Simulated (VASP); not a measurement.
# Sn2Ge (P1) in VASP: relaxation of cell and atoms with PBE

Aim: the relaxation of cell and atoms of Sn2Ge with PBE.

All numbers are computed with VASP 6.6.1; they aren't measurements. Logs are shortened: lines on timing, memory, paths and dates and some standing lists are left out, and cuts for length are marked.

### Step 1. The structure

The typed cell holds 12 atoms: a = 9.007 Å, b = 4.405 Å, c = 11.159 Å, α = 90.11°, β = 90.56°, γ = 120.19°.

The cell was built by a generator and needn't be a form met in nature.

### Step 2. Relaxation of cell and atoms, PBE

INCAR reads:

```
PREC = Normal
ENCUT = 520
EDIFF = 1E-5
ISMEAR = 0
SIGMA = 0.15
LREAL = Auto
LASPH = True
NELM = 80
ALGO = Fast
ISIF = 3
LWAVE = False
LCHARG = False
GGA = PE
IBRION = 2
NSW = 110
EDIFFG = -0.03
ISYM = 0
KPAR = 8
```

KPOINTS reads:

```
Automatic mesh
0
Gamma
  6 6 2
```

POSCAR reads:

```
Sn2Ge
1.0
    9.0071578800      0.0427079500     -0.0441356600
   -2.2332958800      3.7968809900     -0.0045612500
   -0.0544809100     -0.0444573900     11.1585000000
Sn Ge
8 4
Direct
    0.9931483800      0.9742620900      0.8737658600
    0.5166867200      0.0248264800      0.8739383300
    0.1534092300      0.6323993400      0.7700489400
    0.6634468000      0.6905008600      0.7733638400
    0.0032583300      0.9446808400      0.1288986800
    0.4813790600      0.0378520800      0.1066889000
    0.3374561500      0.2812380600      0.2595466800
    0.8144348900      0.2826459200      0.2372655500
    0.1788758300      0.6533658700      0.5222649400
    0.6313455700      0.6621678100      0.5490906800
    0.3594644400      0.3453373100      0.4599726500
    0.8713593700      0.4072362200      0.4804857100
```

Potentials or basis: VASP PAW PBE potentials, release 64 (Sn_d, Ge_d).

The run is started by

```bash
$ cat potpaw_PBE.64/Sn_d/POTCAR potpaw_PBE.64/Ge_d/POTCAR > POTCAR
$ mpirun -np 8 vasp_std > vasp.out
```

OUTCAR:

```text
PREC = Normal
   ENCUT = 520
   EDIFF = 1E-5
   ISMEAR = 0
   LREAL = Auto
   LASPH = True
   NELM = 80
   ISIF = 3
   GGA = PE
   IBRION = 2
   NSW = 110
   EDIFFG = -0.03
   ISYM = 0

 ion  position               nearest neighbor table
   1  0.993  0.974  0.874-   3 2.77   4 2.80   3 2.81   5 2.85
   2  0.517  0.025  0.874-   6 2.62   4 2.68   4 2.78   3 3.04
   3  0.153  0.632  0.770-   1 2.77   9 2.77   1 2.81   2 3.04
   4  0.663  0.691  0.773-  10 2.51   2 2.68   2 2.78   1 2.80
   5  0.003  0.945  0.129-   8 2.82   1 2.85   7 2.97   8 3.03
   6  0.481  0.038  0.107-   2 2.62   7 2.68   8 2.99   7 3.38
   7  0.337  0.281  0.260-  11 2.25   6 2.68   5 2.97   6 3.38
   8  0.814  0.283  0.237-  12 2.76   5 2.82   6 2.99   5 3.03
   9  0.179  0.653  0.522-  12 2.45  11 2.68  11 2.73   3 2.77
  10  0.631  0.662  0.549-  11 2.33   4 2.51
  11  0.359  0.345  0.460-   7 2.25  10 2.33   9 2.68   9 2.73
  12  0.871  0.407  0.480-   9 2.45   8 2.76

IMPORTANT INFORMATION: All symmetrisations will be switched off!
NOSYMM: (Re-)initialisation of all symmetry stuff for point group C_1.

----------------------------------------------------------------------------------------

                                     Primitive cell

  volume of cell :     382.6597

  direct lattice vectors                    reciprocal lattice vectors
     9.007157880  0.042707950 -0.044135660     0.110717942  0.065124394  0.000800043
    -2.233295880  3.796880990 -0.004561250    -0.001240252  0.262645813  0.001040371
    -0.054480910 -0.044457390 11.158500000     0.000437420  0.000364951  0.089621370

  length of vectors
     9.007367262  4.404989960 11.158721561     0.128453452  0.262650802  0.089623180

  position of ions in fractional coordinates (direct lattice)
     0.993148380  0.974262090  0.873765860
     0.516686720  0.024826480  0.873938330
     0.153409230  0.632399340  0.770048940
     0.663446800  0.690500860  0.773363840
     0.003258330  0.944680840  0.128898680
     0.481379060  0.037852080  0.106688900
     0.337456150  0.281238060  0.259546680
     0.814434890  0.282645920  0.237265550
     0.178875830  0.653365870  0.522264940
     0.631345570  0.662167810  0.549090680
     0.359464440  0.345337310  0.459972650
     0.871359370  0.407236220  0.480485710

  ion indices of the primitive-cell ions
   primitive index   ion index
                 1           1
                 2           2
                 3           3
                 4           4
                 5           5
                 6           6
                 7           7
                 8           8
                 9           9
                10          10
                11          11
                12          12

----------------------------------------------------------------------------------------

 KPOINTS: Automatic mesh

Automatic generation of k-mesh.
 Grid dimensions read from file:
 generate k-points for:    6    6    2

 Generating k-lattice:

  Cartesian coordinates                     Fractional coordinates (reciprocal lattice)
     0.018452990  0.010854066  0.000133340     0.166666667  0.000000000  0.000000000
    -0.000206709  0.043774302  0.000173395     0.000000000  0.166666667  0.000000000
     0.000218710  0.000182475  0.044810685     0.000000000 -0.000000000  0.500000000

  Length of vectors
     0.021408909  0.043775134  0.044811590

  Shift w.r.t. Gamma in fractional coordinates (k-lattice)
     0.000000000  0.000000000  0.000000000

 Subroutine IBZKPT returns following result:
 ===========================================

 Found     40 irreducible k-points:

 Following reciprocal coordinates:
            Coordinates               Weight
  0.000000  0.000000  0.000000      1.000000
  0.166667  0.000000 -0.000000      2.000000
  0.333333  0.000000  0.000000      2.000000
  0.500000  0.000000  0.000000      1.000000
 -0.000000  0.166667 -0.000000      2.000000
  0.166667  0.166667 -0.000000      2.000000
[... 16 lines left out ...]
  0.333333 -0.000000  0.500000      2.000000
  0.500000  0.000000  0.500000      1.000000
 [... further k-points ...]
   k-points           NKPTS =     40   k-points in BZ     NKDIM =     40   number of bands    NBANDS=    100
   number of dos      NEDOS =    301   number of ions     NIONS =     12
   total plane-waves  NPLWV =  89600
   dimension x,y,z NGX =    50 NGY =   28 NGZ =   64
   dimension x,y,z NGXF=   100 NGYF=   56 NGZF=  128
   ions per type =               8   4
   NGX,Y,Z   is equivalent  to a cutoff of   9.23, 10.57,  9.53 a.u.
   NGXF,Y,Z  is equivalent  to a cutoff of  18.46, 21.13, 19.07 a.u.
 SYSTEM =  unknown system
   PREC   = normal    normal or accurate (medium, high low for compatibility)
   ISTART =      0    job   : 0-new  1-cont  2-samecut
   ICHARG =      2    charge: 1-file 2-atom 10-const
   ISPIN  =      1    spin polarized calculation?
   LNONCOLLINEAR =      F non collinear calculations
   LSORBIT =      F    spin-orbit coupling
   LASPH  =      T    aspherical Exc in radial PAW
   ENCUT  =  520.0 eV  38.22 Ry    6.18 a.u.  16.75  8.19 20.75*2*pi/ulx,y,z
   NELM   =     80;   NELMIN=  2; NELMDL= -5     # of ELM steps
   EDIFF  = 0.1E-04   stopping-criterion for ELM
   LREAL  =      T    real-space projection
   EDIFFG = -.3E-01   stopping-criterion for IOM
   NSW    =    110    number of steps for IOM
   IBRION =      2    ionic relax: 0-MD 1-quasi-New 2-CG
   NFREE  =      1    steps in history (QN), initial steepest desc. (CG)
   ISIF   =      3    stress and relaxation
   ISYM   =      0    0-nonsym 1-usesym 2-fastsym
   POTIM  = 0.5000    time-step for ionic-motion
   TEBEG  =    0.0;   TEEND  =   0.0 temperature during run
   PSTRESS=    0.0 pullay stress
   NELECT =     168.0000    total number of electrons
   NUPDOWN=      -1.0000    fix difference up-down
   EMIN   =  10.00;   EMAX   =-10.00  energy-range for DOS
   EFERMI =   0.00;   METHOD = LEGACY
   ISMEAR =     0;   SIGMA  =   0.15  broadening in eV -4-tet -1-fermi 0-gaus
   EFERMI_NEDOS =   21; number of points for ismear=-14 and -15
   IALGO  =     68    algorithm
   IMIX   =      4    mixing-type and parameters
     AMIX     =   0.40;   BMIX     =  1.00
     AMIX_MAG =   1.60;   BMIX_MAG =  1.00
  volume/ion in A,a.u.               =      31.89       215.19
  Fermi-wavevector in a.u.,A,eV,Ry     =   1.244248  2.351288 21.063908  1.548154
  Thomas-Fermi vector in A             =   2.378523
   LORBIT       =      0    0 simple, 1 ext, 2 COOP (PROOUT), +10 PAW based schemes
   GGA     = PE    functional components
   LHFCALC =     F    Hartree Fock is set to
   AEXX    =    0.0000 exact exchange contribution
   IVDW    =     0    specifies the selected vdW correction
   LEPSILON=     F    determine dielectric tensor
   LRPA    =     F    only Hartree local field effects (RPA)
 conjugate gradient relaxation of ions
 non-spin polarized calculation
 RMM-DIIS sequential band-by-band and
 Gauss-broadening in eV      SIGMA  =   0.15
  energy-cutoff  :      520.00
  volume of cell :      382.66
 maximum number of plane-waves:     10333
   NGX = 33   NGY = 17   NGZ = 41

--------------------------------------- Ionic step        1  -------------------------------------------

 number of electron     167.9999947 magnetization

 Free energy of the ion-electron system (eV)
  ---------------------------------------------------
  ext. energy  EPLUGINS =         0.00000000
  ---------------------------------------------------
  free energy    TOTEN  =       -44.67753154 eV

  energy without entropy =      -44.63491962  energy(sigma->0) =      -44.65622558

------------------------ aborting loop because EDIFF is reached ----------------------------------------

  FORCE on cell =-STRESS in cart. coord.  units (eV):
  Direction    XX          YY          ZZ          XY          YZ          ZX
  --------------------------------------------------------------------------------------
  -------------------------------------------------------------------------------------
  Total        3.4335880      2.3623223     16.0895108     -0.7231807      2.0748005     -1.3931899
  in kB       14.3762643      9.8909275     67.3659910     -3.0279221      8.6870877     -5.8332177
  external PRESSURE =      30.5443943 kB  Pullay stress =       0.0000000 kB
[... 119 lines left out ...]
  FREE ENERGIE OF THE ION-ELECTRON SYSTEM (eV)
  ---------------------------------------------------
  free  energy   TOTEN  =       -46.4118614202 eV

  energy  without entropy=      -46.3696603298  energy(sigma->0) =      -46.39076088

 E-fermi :   4.8969     XC(G=0):  -8.9469

 val. band max:        4.8954226895   @ k =   0.0000   0.0000   0.0000
 cond. band min:       4.9307758083   @ k =  -0.1667   0.1667   0.0000
 fundamental gap:      0.0353531188
 Fermi energy:         4.8969360259

 k-point     1 :       0.0000    0.0000    0.0000
  band No.  band energies     occupation
      1     -19.9535      2.00000
      2     -19.9340      2.00000
      3     -19.9282      2.00000
      4     -19.9159      2.00000
      5     -19.9095      2.00000
      6     -19.9023      2.00000
[... 2365 lines left out ...]
     95       8.6282      0.00000
     96       8.6821      0.00000

 [... further k-points ...]

 [bands above 96 left out]

[... ionic steps 4 to 82 ...]

--------------------------------------- Ionic step       83  -------------------------------------------

 number of electron     167.9999968 magnetization

------------------------ aborting loop because EDIFF is reached ----------------------------------------
[... 87 lines left out ...]
--------------------------------------- Ionic step       85  -------------------------------------------

 number of electron     167.9999968 magnetization

 Free energy of the ion-electron system (eV)
  ---------------------------------------------------
  ext. energy  EPLUGINS =         0.00000000
  ---------------------------------------------------
  free energy    TOTEN  =       -47.80350643 eV

  energy without entropy =      -47.78143402  energy(sigma->0) =      -47.79247023

 E-fermi :   4.7004     XC(G=0):  -8.8589

 val. band max:        4.6709112457   @ k =   0.1667   0.0000  -0.0000
 cond. band min:       4.7519865589   @ k =   0.0000   0.0000   0.0000
 fundamental gap:      0.0810753132
 Fermi energy:         4.7004112833

 k-point     1 :       0.0000    0.0000    0.0000
  band No.  band energies     occupation
      1     -20.0901      2.00000
      2     -20.0799      2.00000
      3     -20.0706      2.00000
      4     -20.0704      2.00000
      5     -20.0589      2.00000
      6     -20.0428      2.00000
[... 2365 lines left out ...]
     95       8.1960      0.00000
     96       8.2070      0.00000

 [... further k-points ...]

 [bands above 96 left out]

------------------------ aborting loop because EDIFF is reached ----------------------------------------

  FORCE on cell =-STRESS in cart. coord.  units (eV):
  Direction    XX          YY          ZZ          XY          YZ          ZX
  --------------------------------------------------------------------------------------
  -------------------------------------------------------------------------------------
  Total        0.0558925     -0.0316041      0.0951025     -0.0181691      0.0443945     -0.0554802
  in kB        0.2295736     -0.1298109      0.3906252     -0.0746281      0.1823466     -0.2278800
  external PRESSURE =       0.1634626 kB  Pullay stress =       0.0000000 kB
[... 27 lines left out ...]
  FREE ENERGIE OF THE ION-ELECTRON SYSTEM (eV)
  ---------------------------------------------------
  free  energy   TOTEN  =       -47.8035064317 eV

  energy  without entropy=      -47.7814340203  energy(sigma->0) =      -47.79247023

 reached required accuracy - stopping structural energy minimisation
```

It took 55 min on 8 MPI ranks of AMD EPYC 9R45 (Zen 5), shared host; peak memory 1 GiB.

Results:

* Free energy: -47.8035 eV
* Relaxed volume: 32.51 Å³/atom
* Relaxed cell: a = 9.014 Å, b = 4.510 Å, c = 11.076 Å, α = 90.05°, β = 90.12°, γ = 119.98°
* Space group after relaxing (to 0.05 Å): P1 (No. 1)
* Energy gained by relaxing: 260.5 meV/atom
* Ionic steps: 85
* Pressure after relaxing: 0.0 GPa
* Largest force after relaxing: 0.029 eV/Å
* Band gap on the k mesh: none (metal or under the smearing width)

Forces on the atoms (eV/Å):
```
Sn  -0.003  0.009 -0.006
Sn   0.006  0.010  0.001
Sn   0.005  0.001  0.013
Sn   0.005 -0.019  0.016
Sn  -0.005  0.019  0.007
Sn   0.010  0.002  0.011
Sn   0.014 -0.008 -0.016
Sn  -0.009  0.023 -0.015
Ge  -0.002 -0.007 -0.006
Ge  -0.006 -0.009 -0.008
Ge  -0.011 -0.014 -0.007
Ge  -0.003 -0.008  0.011
```

The path:
| step | energy change (eV) | largest force (eV/Å) | pressure (GPa) | volume (Å³) |
| --- | --- | --- | --- | --- |
| 1 | 0.0000 | 5.7071 | 3.05 | 382.66 |
| 4 | -2.5503 | 1.0793 | -0.58 | 402.08 |
| 7 | -2.7530 | 0.6639 | -1.74 | 410.90 |
| 10 | -2.9485 | 0.4716 | 1.18 | 397.64 |
| 13 | -3.0221 | 0.2392 | 0.73 | 382.87 |
| 16 | -3.0696 | 0.2580 | -0.17 | 391.61 |
| 19 | -3.0894 | 0.1990 | 0.06 | 389.81 |
| 22 | -3.0980 | 0.1786 | -0.06 | 391.12 |
| 25 | -3.1064 | 0.1540 | -0.19 | 391.60 |
| 28 | -3.1117 | 0.1242 | 0.44 | 387.81 |
| 31 | -3.1174 | 0.0657 | 0.02 | 389.01 |
| 34 | -3.1185 | 0.0997 | 0.11 | 389.27 |
| 37 | -3.1205 | 0.0583 | -0.76 | 390.36 |
| 40 | -3.1203 | 0.0602 | -0.04 | 390.19 |
| 43 | -3.1210 | 0.0461 | 0.12 | 390.09 |
| 46 | -3.1218 | 0.0348 | 0.01 | 390.11 |
| 49 | -3.1220 | 0.0401 | -0.04 | 390.40 |
| 52 | -3.1221 | 0.0428 | 0.05 | 390.59 |
| 55 | -3.1223 | 0.0389 | -0.09 | 390.78 |
| 58 | -3.1227 | 0.0399 | 0.11 | 390.48 |
| 61 | -3.1230 | 0.0411 | -0.03 | 390.57 |
| 64 | -3.1233 | 0.0476 | -0.01 | 390.52 |
| 67 | -3.1234 | 0.0596 | 0.15 | 390.44 |
| 70 | -3.1239 | 0.0601 | -0.02 | 390.51 |
| 73 | -3.1245 | 0.0808 | -0.03 | 390.64 |
| 76 | -3.1246 | 0.0842 | -0.01 | 390.69 |
| 79 | -3.1252 | 0.0562 | 0.06 | 390.54 |
| 82 | -3.1260 | 0.0381 | -0.03 | 390.15 |
| 85 | -3.1260 | 0.0288 | 0.02 | 390.07 |

Final structure:
```
Sn Ge
1.0
     9.01400   -0.00097   -0.00728
    -2.25338    3.90707   -0.00397
    -0.01496   -0.00829   11.07649
Sn Ge
8 4
Direct
  0.00023 0.98895 0.87451
  0.49968 0.00136 0.87343
  0.16609 0.65482 0.77612
  0.66703 0.66878 0.77633
  0.99861 0.98252 0.13228
  0.49808 0.99368 0.13121
  0.33235 0.32827 0.22997
  0.83157 0.31597 0.22955
  0.16910 0.66674 0.53290
  0.66969 0.66804 0.53317
  0.33621 0.33440 0.47328
  0.83564 0.33297 0.47258
```

Levels at points of the mesh, in eV from the Fermi level:
| k point | band 80 | band 81 | band 82 | band 83 | band 84 | band 85 | band 86 | band 87 | band 88 | band 89 |
| --- | --- | --- | --- | --- | --- | --- | --- | --- | --- | --- |
| (0.00, 0.00, 0.00) | -1.20 | -0.43 | -0.42 | 0.05 | 0.23 | 0.37 | 0.37 | 0.52 | 0.91 | 0.95 |
| (0.50, 0.00, 0.00) | -0.97 | -0.93 | -0.92 | -0.63 | -0.62 | 0.56 | 0.56 | 1.43 | 1.44 | 1.85 |
| (0.00, 0.50, 0.00) | -2.31 | -1.42 | -1.42 | -1.20 | -1.19 | 0.52 | 0.52 | 0.88 | 0.89 | 1.41 |
| (0.50, 0.50, 0.00) | -2.05 | -2.04 | -2.03 | -1.06 | -1.05 | 1.49 | 1.51 | 1.53 | 1.58 | 1.65 |
| (0.00, 0.00, 0.50) | -0.92 | -0.87 | -0.23 | -0.20 | -0.20 | 0.06 | 0.07 | 0.86 | 0.91 | 1.27 |
| (0.50, 0.00, 0.50) | -1.36 | -1.21 | -1.21 | -0.38 | -0.37 | 0.37 | 0.37 | 1.28 | 1.28 | 1.35 |
| (0.00, 0.50, 0.50) | -1.76 | -1.04 | -1.04 | -0.87 | -0.86 | -0.23 | -0.21 | 0.86 | 0.87 | 1.53 |
| (0.50, 0.50, 0.50) | -2.44 | -1.74 | -1.73 | -1.66 | -1.65 | 1.55 | 1.56 | 1.83 | 1.84 | 2.47 |
